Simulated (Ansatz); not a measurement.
# Cr in Al(100), 2x2: scattering by a point defect, part 2 of 3

Wanted: the reflection from a plane of defects, Cr in Al(100), 2x2, and the resistivity it implies.

Ansatz 0.2.0; Ansatz plane-wave DFT, PBE, PAW files, collinear spin; ballistic transport by layer matching (Landauer), zero bias; PAW set soft_1 (the session's first sound run).

So far, resistivity per at.% scaled from this dense plane, with the factor 3/4 for isotropic scattering (µΩ cm): step 3 (resistance at ideal sites) 4.32.

## (4) Relaxing the neighbours

The neighbours of the defect are let go while the lead's layers stay on their sites, since a lead must repeat to 0.01 Å.

This step: Ansatz plane-wave DFT, PBE, PAW files, collinear spin; relaxation with the lead's layers held; PAW set soft_1 (Ansatz 0.2.0).

Input file input.yaml:

```yaml
crystal:
  lattice:
    - [5.7246940741, 0.0, 0.0]
    - [0.0, 5.7246940741, 0.0]
    - [0.0, 0.0, 24.28782]
  atoms:
    - { symbol: Al, position: [0.0, 0.0, 0.0416666667] }
    - { symbol: Al, position: [0.0, 0.5, 0.0416666667] }
    - { symbol: Al, position: [0.5, 0.0, 0.0416666667] }
    - { symbol: Al, position: [0.5, 0.5, 0.0416666667] }
    - { symbol: Al, position: [0.25, 0.25, 0.125] }
    - { symbol: Al, position: [0.25, 0.75, 0.125] }
    - { symbol: Al, position: [0.75, 0.25, 0.125] }
    - { symbol: Al, position: [0.75, 0.75, 0.125] }
    - { symbol: Al, position: [0.0, 0.0, 0.2083333333] }
    - { symbol: Al, position: [0.0, 0.5, 0.2083333333] }
    - { symbol: Al, position: [0.5, 0.0, 0.2083333333] }
    - { symbol: Al, position: [0.5, 0.5, 0.2083333333] }
    - { symbol: Al, position: [0.25, 0.25, 0.2916666667] }
    - { symbol: Al, position: [0.25, 0.75, 0.2916666667] }
    - { symbol: Al, position: [0.75, 0.25, 0.2916666667] }
    - { symbol: Al, position: [0.75, 0.75, 0.2916666667] }
    - { symbol: Al, position: [0.0, 0.0, 0.375] }
    - { symbol: Al, position: [0.0, 0.5, 0.375] }
    - { symbol: Al, position: [0.5, 0.0, 0.375] }
    - { symbol: Al, position: [0.5, 0.5, 0.375] }
    - { symbol: Al, position: [0.25, 0.25, 0.4583333333] }
    - { symbol: Al, position: [0.25, 0.75, 0.4583333333] }
    - { symbol: Al, position: [0.75, 0.25, 0.4583333333] }
    - { symbol: Al, position: [0.75, 0.75, 0.4583333333] }
    - { symbol: Cr, position: [0.0, 0.0, 0.5416666667], spin: 2.5 }
    - { symbol: Al, position: [0.0, 0.5, 0.5416666667] }
    - { symbol: Al, position: [0.5, 0.0, 0.5416666667] }
    - { symbol: Al, position: [0.5, 0.5, 0.5416666667] }
    - { symbol: Al, position: [0.25, 0.25, 0.625] }
    - { symbol: Al, position: [0.25, 0.75, 0.625] }
    - { symbol: Al, position: [0.75, 0.25, 0.625] }
    - { symbol: Al, position: [0.75, 0.75, 0.625] }
    - { symbol: Al, position: [0.0, 0.0, 0.7083333333] }
    - { symbol: Al, position: [0.0, 0.5, 0.7083333333] }
    - { symbol: Al, position: [0.5, 0.0, 0.7083333333] }
    - { symbol: Al, position: [0.5, 0.5, 0.7083333333] }
    - { symbol: Al, position: [0.25, 0.25, 0.7916666667] }
    - { symbol: Al, position: [0.25, 0.75, 0.7916666667] }
    - { symbol: Al, position: [0.75, 0.25, 0.7916666667] }
    - { symbol: Al, position: [0.75, 0.75, 0.7916666667] }
    - { symbol: Al, position: [0.0, 0.0, 0.875] }
    - { symbol: Al, position: [0.0, 0.5, 0.875] }
    - { symbol: Al, position: [0.5, 0.0, 0.875] }
    - { symbol: Al, position: [0.5, 0.5, 0.875] }
    - { symbol: Al, position: [0.25, 0.25, 0.9583333333] }
    - { symbol: Al, position: [0.25, 0.75, 0.9583333333] }
    - { symbol: Al, position: [0.75, 0.25, 0.9583333333] }
    - { symbol: Al, position: [0.75, 0.75, 0.9583333333] }
magnetization:
  spin_polarized: true
kpoints:
  mp_grid: { grid: [4, 4, 1] }
hamiltonian:
  xc: pbe
  pseudopotentials: { kind: paw, azcp: { folder: soft_1 } }
scf:
  occupations: { method: fermi_dirac, width: 0.1 }
relax:
  f_tol: 0.03
  max_steps: 40
  constraints:
    - { sites: [0, 1, 2, 3, 4, 5, 6, 7, 8, 9, 10, 11, 36, 37, 38, 39, 40, 41, 42, 43, 44, 45, 46, 47] }
```

The run is started by

```
$ ansatz run input.yaml --threads 4 --pin off --max-ram 15360MiB --backend cpu --events-out ev --progress --plain --runs-dir out
```

Numbers of over 12 decimals in the logs are rounded to 6 here.

The program printed:

```text
Warning: crystal.symmetry: narrowed to the stabiliser of the relax constraints — unitary ops 16 → 8; lowered at sites 12, 13, 14, 15, 36, 37, 38, 39 (the operations that carried what is held of a site onto what its image site leaves free; the constrained walk keeps no symmetry that its constraints do not admit)
[...]
Crystal: 48 atoms, lattice volume = 795.963 Å³
Basis set: ecut = 420 eV, 15629 PW (Γ), exchange–correlation on 80×80×360 points (8 copies of the dense FFT grid, shifted against one another)
Bands: 127, of which v1, the nominal top of the filled ones, is band 78 counted from 1 (77 counted from 0)
Symmetry: 8 space group operations
k-points: 6 of 16
[...]
Starting moments: Σ|m| = 2.5 μB on 1 of 48 sites
[...]
SCF iter   1: F=—  HF=-28642.266771 eV  |F-HF|=—  |Δ(HF+E_count)|=         —  Δρ=2.14e-2 (↑2.14e-2 ↓1.74e-2)  dr2=1.59e1  dr2_m=5.68e-2  M=2.002 μB ∫|m|=2.995 μB  β_m=0.30  ethr=3.10e-3  ⟨swp⟩=6.3  Hψ=6947  notcnv=0  defer=38
[...]
SCF iter  10: F=-28640.511913 eV  HF=-28640.511932 eV  |F-HF|=1.91e-5  |Δ(HF+E_count)|=   4.85e-7  Δρ=1.81e-5 (↑1.81e-5 ↓1.16e-5)  dr2=1.95e-5  dr2_m=8.52e-8  M=2.176 μB ∫|m|=3.773 μB  ethr=3.51e-9  ⟨swp⟩=1.5  Hψ=4063  notcnv=0
SCF 1 converged in 10 iterations: F = -28640.511913 eV  dr2 = 1.95e-5
[...]
relax step   1: F+E_penalty+E_count = -28640.51191312 eV  Δ(F+E_penalty+E_count) = +0.000e0 eV  max|allowed force component| = 2.283e-1 eV/Å  Δτ_max = 0.0000 Å  (10 SCF iters, dr2 threshold 2.25e-5 eV, accepted)
[...]
Starting moments: Σ|m| = 2.5 μB on 1 of 48 sites; this step starts from the density that it was given
[...]
iter 1 solved again at ethr=4.93e-4 eV; its pass at ethr=3.10e-3 eV (dr2=7.64e-1 eV) is discarded
SCF iter   1: F=—  HF=-28640.647804 eV  |F-HF|=—  |Δ(HF+E_count)|=         —  Δρ=3.57e-3 (↑3.28e-3 ↓3.57e-3)  dr2=9.03e-1  dr2_m=7.48e-2  M=1.852 μB ∫|m|=3.446 μB  β_m=0.30  ethr=4.93e-4  ⟨swp⟩=1.0  Hψ=5056  notcnv=0  defer=136
eigensolver tolerance schedule calibrated: the retry pair's looser diagonalisation under-reported the residual by θ = 0.15 (0.19/decade); ethr = c·dr2/N_el runs at the constant in force after the calibration composes with the one it found (an armed cap, an earlier calibration), c = 2.7e-2
[...]
SCF iter   2: F=—  HF=-28640.618398 eV  |F-HF|=—  |Δ(HF+E_count)|=   2.94e-2  Δρ=2.56e-3 (↑2.36e-3 ↓2.56e-3)  dr2=4.86e-1  dr2_m=3.82e-2  M=1.854 μB ∫|m|=3.436 μB  β_m=0.65  ethr=1.56e-4  ⟨swp⟩=1.0  Hψ=1524  notcnv=0  defer=137
[...]
SCF iter   9: F=-28640.584015 eV  HF=-28640.584016 eV  |F-HF|=1.24e-6  |Δ(HF+E_count)|=   3.62e-8  Δρ=5.25e-6 (↑5.25e-6 ↓2.91e-6)  dr2=1.27e-6  dr2_m=1.05e-8  M=1.867 μB ∫|m|=3.386 μB  ethr=7.67e-11  ⟨swp⟩=1.0  Hψ=4061  notcnv=0
SCF 2 converged in 9 iterations: F = -28640.584015 eV  dr2 = 1.27e-6
relax step   2: F+E_penalty+E_count = -28640.58401458 eV  Δ(F+E_penalty+E_count) = -7.210e-2 eV  max|allowed force component| = 3.392e-2 eV/Å  Δτ_max = 0.0924 Å  (9 SCF iters, dr2 threshold 3.26e-6 eV, accepted)
SCF iter   1: F=—  HF=-28640.586878 eV  |F-HF|=—  |Δ(HF+E_count)|=         —  Δρ=4.59e-4 (↑4.59e-4 ↓3.84e-4)  dr2=2.09e-2  dr2_m=1.06e-3  M=1.902 μB ∫|m|=3.426 μB  β_m=0.65  ethr=1.71e-4  ⟨swp⟩=2.9  Hψ=2756  notcnv=0  defer=146
[...]
SCF iter  10: F=-28640.585929 eV  HF=-28640.585929 eV  |F-HF|=2.06e-8  |Δ(HF+E_count)|=  9.90e-10  Δρ=5.51e-7 (↑5.51e-7 ↓4.01e-7)  dr2=2.11e-8  dr2_m=5.08e-11  M=1.900 μB ∫|m|=3.433 μB  ethr=1.00e-12  ⟨swp⟩=1.0  Hψ=4186  notcnv=0
SCF 3 converged in 10 iterations: F = -28640.585929 eV  dr2 = 2.11e-8
relax step   3: F+E_penalty+E_count = -28640.58592932 eV  Δ(F+E_penalty+E_count) = -1.915e-3 eV  max|allowed force component| = 3.806e-3 eV/Å  Δτ_max = 0.0164 Å  (10 SCF iters, accepted)
SCF converged after 10 iterations
Magnetization: 1.9004 μB (78.4502 up, 76.5498 down)
Absolute magnetization: 3.4380 μB (∫|ρ↑−ρ↓|, with the PAW one-centre terms)
[...]
Per-site moments (μB) at R_I (Å): [(-0.00494649, 1.180718), (-0.00409316, 1.180718), (-0.00409316, 1.180718), (-0.0043423, 1.180718), (-0.00412342, 1.180718), (-0.00412342, 1.180718), (-0.00412342, 1.180718), (-0.00412342, 1.180718), (-0.00450034, 1.180718), (-0.00747662, 1.180718), (-0.00747662, 1.180718), (-0.00626341, 1.180718), (-0.00346517, 1.177287), (-0.00346517, 1.177287), (-0.00346517, 1.177287), (-0.0034651 [...]
Free energy (F): -28640.585929 eV
[...]
Internal energy: -28639.851042 eV  (E = F + TS)
E sigma→0 (E₀):  -28640.218486 eV
Entropy (-TS):   -0.734888 eV (-15.310 meV/atom)
Fermi energy:    7.904157 eV
[...]
--- Forces (eV/Å), atoms counted from 1 ---
  atom   1  Al    -0.00000000     0.00000000     0.00823362
  atom   2  Al     0.00000000     0.00000000     0.00871468
  atom   3  Al     0.00000000     0.00000000     0.00871468
  atom   4  Al    -0.00000000     0.00000000     0.00918722
  atom   5  Al    -0.04440456    -0.04440456    -0.00507958
  atom   6  Al    -0.04440456     0.04440456    -0.00507958
  atom   7  Al     0.04440456    -0.04440456    -0.00507958
  atom   8  Al     0.04440456     0.04440456    -0.00507958
  atom   9  Al    -0.00000000     0.00000000    -0.01206256
  atom  10  Al     0.00000000     0.00000000     0.08546275
  atom  11  Al    -0.00000000     0.00000000     0.08546275
  atom  12  Al    -0.00000000     0.00000000     0.11280530
  atom  13  Al     0.00041710     0.00041710     0.00235850
  atom  14  Al     0.00041710    -0.00041710     0.00235850
  atom  15  Al    -0.00041710     0.00041710     0.00235850
  atom  16  Al    -0.00041710    -0.00041710     0.00235850
  atom  17  Al    -0.00000000     0.00000000    -0.00380593
  atom  18  Al     0.00000000     0.00000000     0.00236207
  atom  19  Al     0.00000000     0.00000000     0.00236207
  atom  20  Al     0.00000000     0.00000000    -0.00285670
  atom  21  Al     0.00100591     0.00100591    -0.00136950
  atom  22  Al     0.00100591    -0.00100591    -0.00136950
  atom  23  Al    -0.00100591     0.00100591    -0.00136950
  atom  24  Al    -0.00100591    -0.00100591    -0.00136950
  atom  25  Cr    -0.00000000     0.00000000     0.00055619
  atom  26  Al     0.00000000     0.00000000    -0.00115579
  atom  27  Al    -0.00000000     0.00000000    -0.00115579
  atom  28  Al     0.00000000     0.00000000    -0.00067422
  atom  29  Al     0.00030024     0.00030024     0.00221173
  atom  30  Al     0.00030024    -0.00030024     0.00221173
  atom  31  Al    -0.00030024     0.00030024     0.00221173
  atom  32  Al    -0.00030024    -0.00030024     0.00221173
  atom  33  Al    -0.00000000     0.00000000     0.00351963
  atom  34  Al     0.00000000     0.00000000    -0.00260214
  atom  35  Al     0.00000000     0.00000000    -0.00260214
  atom  36  Al     0.00000000     0.00000000     0.00222104
  atom  37  Al    -0.02354399    -0.02354399    -0.06618647
  atom  38  Al    -0.02354399     0.02354399    -0.06618647
  atom  39  Al     0.02354399    -0.02354399    -0.06618647
  atom  40  Al     0.02354399     0.02354399    -0.06618647
  atom  41  Al    -0.00000000     0.00000000     0.05535162
  atom  42  Al     0.00000000     0.00000000    -0.02759260
  atom  43  Al     0.00000000     0.00000000    -0.02759260
  atom  44  Al    -0.00000000     0.00000000    -0.04522657
  atom  45  Al    -0.04533252    -0.04533252     0.00365860
  atom  46  Al    -0.04533252     0.04533252     0.00365860
  atom  47  Al     0.04533252    -0.04533252     0.00365860
  atom  48  Al     0.04533252     0.04533252     0.00365860
  max |Σ_I F_I| component: 2.88e-7 eV/Å
--- Relaxed structure (3 steps of the walk, 3 accepted, 0 SCFs on fresh bases) ---
  F+E_penalty+E_count = -28640.58592932 eV   max|allowed force component| = 3.806e-3 eV/Å
  atoms:
    - { symbol: Al, position: [0.0, 0.0, 0.041667] }
    - { symbol: Al, position: [0.0, 0.500000, 0.041667] }
    - { symbol: Al, position: [0.500000, 0.0, 0.041667] }
    - { symbol: Al, position: [0.500000, 0.500000, 0.041667] }
    - { symbol: Al, position: [0.250000, 0.250000, 0.125000] }
    - { symbol: Al, position: [0.250000, 0.750000, 0.125000] }
    - { symbol: Al, position: [0.750000, 0.250000, 0.125000] }
    - { symbol: Al, position: [0.750000, 0.750000, 0.125000] }
    - { symbol: Al, position: [0.0, 0.0, 0.208333] }
    - { symbol: Al, position: [0.0, 0.500000, 0.208333] }
    - { symbol: Al, position: [0.500000, 0.0, 0.208333] }
    - { symbol: Al, position: [0.500000, 0.500000, 0.208333] }
    - { symbol: Al, position: [0.249274, 0.249274, 0.292698] }
    - { symbol: Al, position: [0.249274, 0.750726, 0.292698] }
    - { symbol: Al, position: [0.750726, 0.249274, 0.292698] }
    - { symbol: Al, position: [0.750726, 0.750726, 0.292698] }
    - { symbol: Al, position: [0, 0.0, 0.376265] }
    - { symbol: Al, position: [0, 0.500000, 0.376913] }
    - { symbol: Al, position: [0.500000, 0.0, 0.376913] }
    - { symbol: Al, position: [0.500000, 0.500000, 0.376153] }
    - { symbol: Al, position: [0.247148, 0.247148, 0.461445] }
    - { symbol: Al, position: [0.247148, 0.752852, 0.461445] }
    - { symbol: Al, position: [0.752852, 0.247148, 0.461445] }
    - { symbol: Al, position: [0.752852, 0.752852, 0.461445] }
    - { symbol: Cr, position: [0, 0.0, 0.542097] }
    - { symbol: Al, position: [0.0, 0.500000, 0.542096] }
    - { symbol: Al, position: [0.500000, 0.0, 0.542096] }
    - { symbol: Al, position: [0.500000, 0.500000, 0.542129] }
    - { symbol: Al, position: [0.247087, 0.247087, 0.622695] }
    - { symbol: Al, position: [0.247087, 0.752913, 0.622695] }
    - { symbol: Al, position: [0.752913, 0.247087, 0.622695] }
    - { symbol: Al, position: [0.752913, 0.752913, 0.622695] }
    - { symbol: Al, position: [0, 0.0, 0.708106] }
    - { symbol: Al, position: [0, 0.500000, 0.707319] }
    - { symbol: Al, position: [0.500000, 0.0, 0.707319] }
    - { symbol: Al, position: [0.500000, 0.500000, 0.707932] }
    - { symbol: Al, position: [0.250000, 0.250000, 0.791667] }
    - { symbol: Al, position: [0.250000, 0.750000, 0.791667] }
    - { symbol: Al, position: [0.750000, 0.250000, 0.791667] }
    - { symbol: Al, position: [0.750000, 0.750000, 0.791667] }
    - { symbol: Al, position: [0.0, 0.0, 0.875000] }
    - { symbol: Al, position: [0.0, 0.500000, 0.875000] }
    - { symbol: Al, position: [0.500000, 0.0, 0.875000] }
    - { symbol: Al, position: [0.500000, 0.500000, 0.875000] }
    - { symbol: Al, position: [0.250000, 0.250000, 0.958333] }
    - { symbol: Al, position: [0.250000, 0.750000, 0.958333] }
    - { symbol: Al, position: [0.750000, 0.250000, 0.958333] }
    - { symbol: Al, position: [0.750000, 0.750000, 0.958333] }
```

Run time: 63 s. Hardware: 4 threads of Intel Xeon Platinum 8488C (Sapphire Rapids), shared host; peak memory 2.5 GiB; 3.9 min of CPU time.

Relaxation path:

| step | energy less that of the first step (eV) | largest force component (eV/Å) |
| --- | --- | --- |
| 1 | 0.0000 | 0.2283 |
| 2 | -0.0721 | 0.0339 |
| 3 | -0.0740 | 0.0038 |

The atoms that moved most (Å):

| atom | dx | dy | dz | length |
| --- | --- | --- | --- | --- |
| Al21 | -0.016 | -0.016 | 0.076 | 0.079 |
| Al22 | -0.016 | 0.016 | 0.076 | 0.079 |
| Al23 | 0.016 | -0.016 | 0.076 | 0.079 |
| Al24 | 0.016 | 0.016 | 0.076 | 0.079 |
| Al29 | -0.017 | -0.017 | -0.056 | 0.061 |
| Al30 | -0.017 | 0.017 | -0.056 | 0.061 |
| Al31 | 0.017 | -0.017 | -0.056 | 0.061 |
| Al32 | 0.017 | 0.017 | -0.056 | 0.061 |

Numbers from this step:

| Property | Result |
| --- | --- |
| free energy | -28640.5859 eV |
| energy at zero smearing | -28640.2185 eV |
| Fermi energy | 7.904 eV |
| magnetization | 1.900 μB |
| absolute magnetization | 3.438 μB |

The largest force component on a free atom ends at 0.0038 eV/Å, under the tolerance of 0.03, after 3 steps.

(Continued in part 3 of 3.)

[Logs are printed without paths, hosts, clocks, repeated set-up lines and the standing remarks that a program may print on its own settings, such as how far it seeks lower states.]

[Hosts, paths, dates, database ids (printed as entryN), source tags and the programs' standing remarks are cut or masked in the printed files.]
